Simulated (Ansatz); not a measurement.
Zn:

```xyz
3
Lattice="3.7711 0.0000 0.0000 0.0000 3.7711 0.0000 0.0000 0.0000 3.7711" Properties=species:S:1:pos:R:3 pbc="T T T"
Zn    0.0000    1.8856    1.8856
Zn    1.8856    0.0000    1.8856
Zn    1.8856    1.8856    0.0000
```

The cell was built by a generator and needn't be a form met in nature.

Base run:

* Program: Ansatz 0.2.0
* Functional: revPBE
* Potentials or basis: Ansatz PAW
* Cutoff: 420 eV (not typed: the program's choice for these potentials)
* k mesh: 7 × 7 × 7
* Occupations: fermi-dirac, width 0.05 eV
* Spin: no spin polarisation

Its results: band gap on the k mesh none (metal or under the smearing width); pressure 1.4 GPa.

After a change of settings the same cell gave: band gap on the k mesh none (metal or under the smearing width); pressure 4.1 GPa. Which change was it?
A. functional from revPBE to r2SCAN; cutoff from 420 eV (not typed: the program's choice for these potentials) to 500 eV (not typed: the program's choice for these potentials)
B. functional from revPBE to PBEsol
C. functional from revPBE to BLYP
D. functional from revPBE to LDA

C.

Caveats: the PAW data sets come from PBE, with cores solved anew for the run's functional, which leaves a small shift of forces and pressure.

Runs at the PBE level aren't shown here.
